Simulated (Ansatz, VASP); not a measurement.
Given: the input of a run of Ansatz 0.2.0 on V. 

input.yaml

```yaml
crystal:
  lattice:
    - [-1.51435, 1.51435, 1.51435]
    - [1.51435, -1.51435, 1.51435]
    - [1.51435, 1.51435, -1.51435]
  atoms:
    - { symbol: V, position: [0.0, 0.0, 0.0], spin: 2.0 }
hamiltonian:
  xc: pbesol
  pseudopotentials: { kind: paw }
magnetization:
  spin_polarized: true
kpoints:
  mp_grid: { grid: [12, 12, 12] }
scf:
  occupations: { method: fermi_dirac, width: 0.05 }
output:
  forces: true
  stress: true
  eigenvalues: true
  write_density: true
  write_potential: true
  elf: true
  volumetric_format: npy
```

Potentials or basis: Ansatz PAW.

Command:

```sh
$ ansatz run input.yaml --threads 1 --pin off --max-ram 3584MiB --backend cpu --events-out ev --progress --plain --runs-dir out
```

Task: Set up the same calculation for VASP 6.6.1. Potentials or basis there: PBE PAW files V_sv, 520 eV.

Result: As run (cutoffs and basis follow the program's own potentials, and thresholds, step limits or extra output files can differ):

INCAR

```
PREC = Accurate
ENCUT = 520
EDIFF = 1E-7
ISMEAR = -1
SIGMA = 0.05
LREAL = F
LASPH = T
NELM = 120
ALGO = Normal
ISIF = 2
LWAVE = F
LCHARG = F
ISPIN = 2
MAGMOM = 2
LORBIT = 11
LMAXMIX = 4
GGA = PS
NBANDS = 16
```

KPOINTS

```
regular mesh
0
Gamma
  12 12 12
```

Contents of POSCAR:

```
V
1.0
   -1.5143500000      1.5143500000      1.5143500000
    1.5143500000     -1.5143500000      1.5143500000
    1.5143500000      1.5143500000     -1.5143500000
V
1
Direct
    0.0000000000      0.0000000000      0.0000000000
```

Potentials or basis: VASP PAW PBE potentials, release 64 (V_sv).

The run is started by

```sh
$ cat potpaw_PBE.64/V_sv/POTCAR > POTCAR
$ mpirun -np 1 vasp_std > vasp.out
```

Both were run:

|  | Ansatz | VASP |
| --- | --- | --- |
| Pressure | -12.0 GPa | -11.9 GPa |
| Net moment | 0.00 μB per cell | 0.00 μB per cell |

Ansatz's pressure holds a Pulay term of +0.06 GPa for its cutoff of 420 eV, which the other run lacks.

Ansatz's potentials were made for PBE. VASP's potentials were made for PBE.

Where Ansatz's input types no cutoff or centring, it takes its own default and a Γ-centred mesh.

The magnetic state is the one that the start led to; the real crystal's order can differ.

The cell lies far from this level's equilibrium.

Pressure is positive in compression.
